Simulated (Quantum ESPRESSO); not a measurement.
# ZrS: single point with PBEsol+U

Crystal: ZrS.

```
CELL_PARAMETERS angstrom
0.00000 2.62500 2.62500
2.62500 0.00000 2.62500
2.62500 2.62500 0.00000
ATOMIC_POSITIONS crystal
Zr 0.00000 0.00000 0.00000
S 0.50000 0.50000 0.50000
```

```
Program             : Quantum ESPRESSO 7.5
Task                : single point
Functional          : PBEsol
Potentials or basis : GBRV 1.5 PBEsol
Cutoff              : 612 eV
Density cutoff      : 4898 eV
k mesh              : 9 × 9 × 9
Occupations         : fermi-dirac, width 0.05 eV
Spin                : no spin polarisation
Hubbard terms       : Zr d U = 1 eV
Hubbard projectors  : ortho-atomic
Mixing beta         : 0.3
Most SCF iterations : 120
SCF threshold       : 4e-10 Ry
```

```
Pressure               : -5.6 GPa
Band gap on the k mesh : none (metal or under the smearing width)
```

Levels at points of the mesh, in eV from the Fermi level:
```
           k point  band 7  band 8  band 9  band 10  band 11  band 12
(0.00, 0.00, 0.00)   -3.50   -3.50   -1.29    -1.29    -1.29    -0.54
```

Eigenvalues of the final occupation matrices:
```
   site  spin  trace               eigenvalues
Zr 1 4d  each   1.59  0.26 0.26 0.36 0.36 0.36
```

Wall time 9.3 s on 2 MPI ranks on Arm Neoverse V2 (shared host), peak memory 0.22 GiB a rank.

Caveat: U without spin polarisation on a metal has little footing.
